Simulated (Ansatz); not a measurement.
TaS2:

```
Ta S
1.0
     3.35000    0.00000    0.00000
    -1.67500    2.90119    0.00000
     0.00000    0.00000    5.86000
Ta S
1 2
Cartesian
  0.0000 0.0000 0.0000
  0.0000 1.9341 1.4650
  1.6750 0.9671 4.3950
```

Program: Ansatz 0.2.0. Alike in all runs: task single point; potentials or basis Ansatz PAW; cell as given; k mesh 7 × 7 × 3; smearing gaussian 0.05 eV.

Task: Order these runs on this cell by their pressure, lowest first.
A. level PBEsol+U; spin collinear, random start; U Ta d U = 8 eV; cutoff (eV) 420
B. level PBEsol+U; spin collinear, ferromagnetic start; U Ta d U = 5 eV; cutoff (eV) 420
C. level r2SCAN+U; spin collinear, ferromagnetic start; U Ta d U = 8 eV; cutoff (eV) 500

Result: B (9.1 GPa), A (19.8 GPa), C (24.4 GPa).

Caveats: the magnetic or orbital state may not be the lowest; the PAW data sets come from PBE, with cores solved anew for the run's functional, which leaves a small shift of forces and pressure; this functional lacks dispersion, which binds the layers, so the pressure and a relaxed spacing across them are unreliable (some runs).
